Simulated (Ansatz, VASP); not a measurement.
## Two plane-wave programs on Al2O3

File INCAR:

```
PREC = Accurate
ENCUT = 520
EDIFF = 1E-7
ISMEAR = -1
SIGMA = 0.05
LREAL = False
LASPH = True
NELM = 100
ALGO = Normal
ISIF = 2
LWAVE = False
LCHARG = True
GGA = PE
LELF = True
LVHAR = True
NBANDS = 20
```

KPOINTS

```
regular mesh
0
Gamma
  11 11 3
```

The input POSCAR:

```
Al2O3
1.0
    2.8843249483      0.0000000000      0.0000000000
   -1.4421624742      2.4978986780      0.0000000000
    0.0000000000      0.0000000000      9.3367544600
Al O
2 3
Direct
    0.0000000000      0.0000000000      0.8500076700
    0.0000000000      0.0000000000      0.1499923300
    0.3333333333      0.6666666667      0.7776830800
    0.6666666667      0.3333333333      0.0000000000
    0.3333333333      0.6666666667      0.2223169200
```

input.yaml

```yaml
crystal:
  lattice:
    - [2.8843249483, 0.0, 0.0]
    - [-1.4421624742, 2.497898678, 0.0]
    - [0.0, 0.0, 9.33675446]
  atoms:
    - { symbol: Al, position: [0.0, 0.0, 0.85000767] }
    - { symbol: Al, position: [0.0, 0.0, 0.14999233] }
    - { symbol: O, position: [0.3333333333, 0.6666666667, 0.77768308] }
    - { symbol: O, position: [0.6666666667, 0.3333333333, 0.0] }
    - { symbol: O, position: [0.3333333333, 0.6666666667, 0.22231692] }
hamiltonian:
  xc: pbe
  pseudopotentials: { kind: paw }
kpoints:
  mp_grid: { grid: [11, 11, 3] }
scf:
  occupations: { method: fermi_dirac, width: 0.05 }
output:
  forces: true
  stress: true
  eigenvalues: true
  write_density: true
  write_potential: true
  elf: true
  volumetric_format: npy
```

Measurements of this composition are mostly on another form, of space group No. 167.

Alike in both runs: task single point; functional PBE; k mesh 11 × 11 × 3; occupations fermi-dirac, width 0.05 eV; no spin polarisation.

|  | VASP | Ansatz |
| --- | --- | --- |
| version | VASP 6.6.1 | Ansatz 0.2.0 |
| potentials or method | VASP PAW PBE potentials, release 64 (Al, O) | Ansatz PAW |
| plane-wave cutoff (eV) | 520 | 420 |
| valence electrons in the cell | 24 | 24 |

Ansatz gave:

- gap on the k mesh at the Fermi level (eV): 4.79
- least direct gap on the mesh (eV): 5.03
- pressure (GPa): 0.1
- largest component of the traceless stress (GPa): 0.04
- rms of the force components (eV/Å): 0.022

Q: What did VASP give for the same quantities?

A: gap on the k mesh at the Fermi level (eV): 4.77; least direct gap on the mesh (eV): 5.01; pressure (GPa): 0.1; largest component of the traceless stress (GPa): 0.17; rms of the force components (eV/Å): 0.005.

Atom by atom the forces differ by 0.017 eV/Å (rms over components). With one functional, cell and mesh, what is left measures potentials, basis and numerics.

Caveats: an odd mesh through Γ misses points on the zone boundary, where band edges often lie (VASP); odd divisions of the mesh miss points on the zone boundary, where band edges often lie, so the gap on the mesh can be too wide (Ansatz); the pressure holds a Pulay correction of +0.5 GPa for the finite cutoff (Ansatz).
